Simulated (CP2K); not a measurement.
Input of a CP2K 2026.2 run:

File hfn_scf.inp:

```
&GLOBAL
  PROJECT hfn_scf
  RUN_TYPE ENERGY_FORCE
  PRINT_LEVEL LOW
&END GLOBAL
&FORCE_EVAL
  METHOD QS
  STRESS_TENSOR ANALYTICAL
  &DFT
    BASIS_SET_FILE_NAME BASIS_MOLOPT_UZH
    POTENTIAL_FILE_NAME POTENTIAL_UZH
    &MGRID
      CUTOFF 450
      REL_CUTOFF 60
      NGRIDS 4
    &END MGRID
    &QS
      METHOD GPW
      EPS_DEFAULT 1.0E-10
    &END QS
    &KPOINTS
      SCHEME MONKHORST-PACK 9 9 9
      GAMMA_CENTERED T
      SYMMETRY T
      SYMMETRY_BACKEND SPGLIB
    &END KPOINTS
    &SCF
      SCF_GUESS ATOMIC
      EPS_SCF 1.0E-6
      MAX_SCF 100
      ADDED_MOS 13
      CHOLESKY OFF
      EPS_EIGVAL 1.0E-7
      &DIAGONALIZATION ON
        ALGORITHM STANDARD
      &END DIAGONALIZATION
      &MIXING ON
        METHOD BROYDEN_MIXING
        ALPHA 0.4
        BETA 1.5
        NBUFFER 8
      &END MIXING
      &SMEAR ON
        METHOD GAUSSIAN
        SIGMA [eV] 0.02
      &END SMEAR
    &END SCF
    &XC
      &XC_FUNCTIONAL
        &GGA_X_PBE
        &END GGA_X_PBE
        &GGA_C_PBE
        &END GGA_C_PBE
      &END XC_FUNCTIONAL
    &END XC
    &PRINT
      &KPOINTS ON
      &END KPOINTS
      &MULLIKEN ON
      &END MULLIKEN
      &MO ON
        ENERGIES T
        OCCUPATION_NUMBERS T
        &EACH
          QS_SCF 0
        &END EACH
        ADD_LAST NUMERIC
      &END MO
      &E_DENSITY_CUBE ON
        STRIDE 1
      &END E_DENSITY_CUBE
      &V_HARTREE_CUBE ON
        STRIDE 1
      &END V_HARTREE_CUBE
      &ELF_CUBE ON
        STRIDE 1
      &END ELF_CUBE
    &END PRINT
  &END DFT
  &SUBSYS
    &CELL
      A 3.4716425656 0.0000000000 0.0000000000
      B 1.7358212828 3.0065306547 0.0000000000
      C 1.7358212828 1.0021768849 2.8345842850
      PERIODIC XYZ
    &END CELL
    &COORD
      Hf  0.0000000000 0.0000000000 0.0000000000
      N   1.7358212828 1.0021768849 0.7086460713
    &END COORD
    &KIND Hf
      BASIS_SET TZVP-MOLOPT-PBE-GTH-q12
      POTENTIAL GTH-PBE-q12
    &END KIND
    &KIND N
      BASIS_SET TZVP-MOLOPT-PBE-GTH-q5
      POTENTIAL GTH-PBE-q5
    &END KIND
    &PRINT
      &ATOMIC_COORDINATES ON
      &END ATOMIC_COORDINATES
      &CELL ON
      &END CELL
    &END PRINT
  &END SUBSYS
  &PRINT
    &FORCES ON
    &END FORCES
    &STRESS_TENSOR ON
    &END STRESS_TENSOR
  &END PRINT
&END FORCE_EVAL
```

Potentials or basis: POTENTIAL_UZH Hf GTH-PBE-q12, N GTH-PBE-q5; TZVP-MOLOPT-PBE-GTH basis.

Launch:

```sh
$ OMP_NUM_THREADS=1 cp2k.psmp -i hfn_scf.inp -o hfn_scf.out
```

What does it give for the pressure?

-1.9 GPa.

Estimate the band gap on the k mesh.

none (metal or under the smearing width).

Estimate the Mulliken charges.

Hf +1.22; N -1.22 e.

Caveat: the basis of atomic orbitals isn't converged, which shifts pressures, moduli and gaps. The run has no spin-orbit coupling, so splittings on Hf are missing.
